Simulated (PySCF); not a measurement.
Runs of PySCF 2.14.0 on BaS. The structure is cubic, space group Fm-3m (No. 225). The conventional cell has a = 6.388 Å, b = 6.388 Å, c = 6.388 Å, α = 90.00°, β = 90.00°, γ = 90.00°. Ba (site symmetry m-3m) is surrounded by 6 S at 3.19 Å. Around S (site symmetry m-3m) lie 6 Ba at 3.19 Å. 

| task | level | conv_tol | three-centre integrals | exxdiv | gap on the mesh (eV) |
| --- | --- | --- | --- | --- | --- |
| atomic charges | r2SCAN | 1e-07 Ha | read from an earlier run's file | - | 2.60 |
| atomic charges | LDA | 1e-07 Ha | - | - | 2.02 |
| atomic charges | PBEsol | 1e-07 Ha | read from an earlier run's file | - | 2.11 |
| atomic charges | PBE0 | 1e-07 Ha | read from an earlier run's file | ewald | (a) |

Alike in all rows: potentials or basis DZVP-MOLOPT-HYB/GTH-HYB (UZH) (potentials made for PBE0); no spin polarisation; cell as given; k mesh 2 × 2 × 2; smearing fixed; the mesh is coarse, so values aren't converged.

Problem. Estimate the missing entries.

Solution. (a) 4.13.

Caveats: all runs use coarse meshes; spin-orbit coupling is left out, which moves the levels of the heavy elements; the basis of atomic orbitals isn't converged, which shifts pressures, moduli and gaps; meta-GGAs need a finer uniform grid than this (some runs); on so small a mesh gaps with full-range exact exchange can be off by tenths of an eV to over 1 eV (some runs).

A k mesh can miss the band edges, and the runs leave out spin-orbit coupling on Ba.
